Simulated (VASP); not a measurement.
Input of a VASP 6.6.1 run:

INCAR

```
SYSTEM = Ca
PREC = Accurate
ENCUT = 520
EDIFF = 1E-6
ISMEAR = 1
SIGMA = 0.1
LREAL = .False.
LASPH = .True.
NELM = 100
ALGO = Fast
ISIF = 2
LWAVE = .False.
LCHARG = .False.
GGA = 91
IVDW = 13
VDW_S6 = 1.0
VDW_S8 = 0.77283111
VDW_A1 = 0.39581542
VDW_A2 = 4.93405761
```

Ca.cif

```cif
data_Ca
_cell_length_a 4.41040981
_cell_length_b 4.41040981
_cell_length_c 4.39222962
_cell_angle_alpha 90.00000000
_cell_angle_beta 90.00000000
_cell_angle_gamma 90.00000000
_space_group_name_H-M_alt 'I4/mmm'
_space_group_name_Hall '-I 4 2'
_space_group_IT_number 139
loop_
_space_group_symop_operation_xyz
'x,y,z'
'-x,-y,-z'
'-y,x,z'
'y,-x,-z'
'-x,-y,z'
'x,y,-z'
'y,-x,z'
'-y,x,-z'
'x,-y,-z'
'-x,y,z'
'-y,-x,-z'
'y,x,z'
'-x,y,-z'
'x,-y,z'
'y,x,-z'
'-y,-x,z'
'x+1/2,y+1/2,z+1/2'
'-x+1/2,-y+1/2,-z+1/2'
'-y+1/2,x+1/2,z+1/2'
'y+1/2,-x+1/2,-z+1/2'
'-x+1/2,-y+1/2,z+1/2'
'x+1/2,y+1/2,-z+1/2'
'y+1/2,-x+1/2,z+1/2'
'-y+1/2,x+1/2,-z+1/2'
'x+1/2,-y+1/2,-z+1/2'
'-x+1/2,y+1/2,z+1/2'
'-y+1/2,-x+1/2,-z+1/2'
'y+1/2,x+1/2,z+1/2'
'-x+1/2,y+1/2,-z+1/2'
'x+1/2,-y+1/2,z+1/2'
'y+1/2,x+1/2,-z+1/2'
'-y+1/2,-x+1/2,z+1/2'
loop_
_atom_site_label
_atom_site_type_symbol
_atom_site_symmetry_multiplicity
_atom_site_Wyckoff_symbol
_atom_site_fract_x
_atom_site_fract_y
_atom_site_fract_z
_atom_site_occupancy
Ca1 Ca 2 b 0.0000000000 0.0000000000 0.5000000000 1
```

The input KPOINTS:

```
Automatic mesh
0
Gamma
  6 6 6
  0 0 0
```

The input POSCAR:

```
Ca
 1.0000000000000000
     4.4104098100000000    0.0000000000000000    0.0000000000000000
     0.0000000000000000    4.4104098100000000    0.0000000000000000
     0.0000000000000000    0.0000000000000000    4.3922296200000002
 Ca 
   2
Cartesian
  0.0000000000000000  0.0000000000000000  2.1961148100000001
  2.2052049050000000  2.2052049050000000  0.0000000000000000
```

The input KPOINTS_OPT:

```
path GXMGZRAZ,XR,MA
20
line-mode
reciprocal
 0.0000000000  0.0000000000  0.0000000000  G
 0.0000000000  0.5000000000  0.0000000000  X

 0.0000000000  0.5000000000  0.0000000000  X
 0.5000000000  0.5000000000  0.0000000000  M

 0.5000000000  0.5000000000  0.0000000000  M
 0.0000000000  0.0000000000  0.0000000000  G

 0.0000000000  0.0000000000  0.0000000000  G
 0.0000000000  0.0000000000  0.5000000000  Z

 0.0000000000  0.0000000000  0.5000000000  Z
 0.0000000000  0.5000000000  0.5000000000  R

 0.0000000000  0.5000000000  0.5000000000  R
 0.5000000000  0.5000000000  0.5000000000  A

 0.5000000000  0.5000000000  0.5000000000  A
 0.0000000000  0.0000000000  0.5000000000  Z

 0.0000000000  0.5000000000  0.0000000000  X
 0.0000000000  0.5000000000  0.5000000000  R

 0.5000000000  0.5000000000  0.0000000000  M
 0.5000000000  0.5000000000  0.5000000000  A
```

Potentials or basis: VASP PAW PBE potentials, release 54 (Ca_sv).

The run is started by

```console
$ ase convert -i cif -o vasp Ca.cif POSCAR
$ cat potpaw_PBE.54/Ca_sv/POTCAR > POTCAR
$ mpirun -np 1 vasp_std > vasp.out
```

**Question.** Predict the dispersion energy per atom.

**Answer.** -0.138 eV.

**Question.** Estimate the band gap along the path.

**Answer.** None (metal or under the smearing width).

**Question.** Predict the pressure.

**Answer.** -0.8 GPa.

Levels at the corners of the path, in eV from the Fermi level:
```tsv
point	band 6	band 7	band 8	band 9	band 10	band 11	band 12	band 13	band 14
Γ	-23.03	-23.03	-23.03	-4.03	0.04	0.05	2.22	2.24	2.24
X	-23.08	-23.08	-23.08	-2.01	-2.01	1.39	1.39	2.10	2.10
X	-23.08	-23.08	-23.08	-2.01	-2.01	1.39	1.39	2.10	2.11
M	-23.08	-23.03	-23.03	-0.91	-0.91	-0.03	-0.03	1.31	1.31
M	-23.08	-23.03	-23.03	-0.91	-0.91	-0.03	-0.03	1.31	1.31
Γ	-23.03	-23.03	-23.03	-4.03	0.04	0.05	2.22	2.24	2.24
Γ	-23.03	-23.03	-23.03	-4.03	0.04	0.05	2.22	2.24	2.24
Z	-23.08	-23.08	-23.08	-2.00	-2.00	1.40	1.40	2.09	2.09
Z	-23.08	-23.08	-23.08	-2.00	-2.00	1.40	1.40	2.09	2.09
R	-23.07	-23.03	-23.03	-0.90	-0.90	-0.02	-0.02	1.29	1.29
R	-23.07	-23.03	-23.03	-0.90	-0.90	-0.02	-0.02	1.29	1.29
A	-23.09	-23.09	-23.09	0.33	0.33	0.33	0.33	0.34	0.34
A	-23.09	-23.09	-23.09	0.33	0.33	0.33	0.33	0.34	0.34
Z	-23.08	-23.08	-23.08	-2.00	-2.00	1.40	1.40	2.09	2.09
X	-23.08	-23.08	-23.08	-2.01	-2.01	1.39	1.39	2.10	2.11
R	-23.07	-23.03	-23.03	-0.90	-0.90	-0.02	-0.02	1.29	1.29
M	-23.08	-23.03	-23.03	-0.91	-0.91	-0.03	-0.03	1.31	1.31
A	-23.09	-23.09	-23.09	0.33	0.33	0.33	0.33	0.34	0.34
```

Caveat: the PAW data sets were made with another functional, which shifts forces and pressure a little; pairwise dispersion overbinds metals, which lowers pressure and volume.
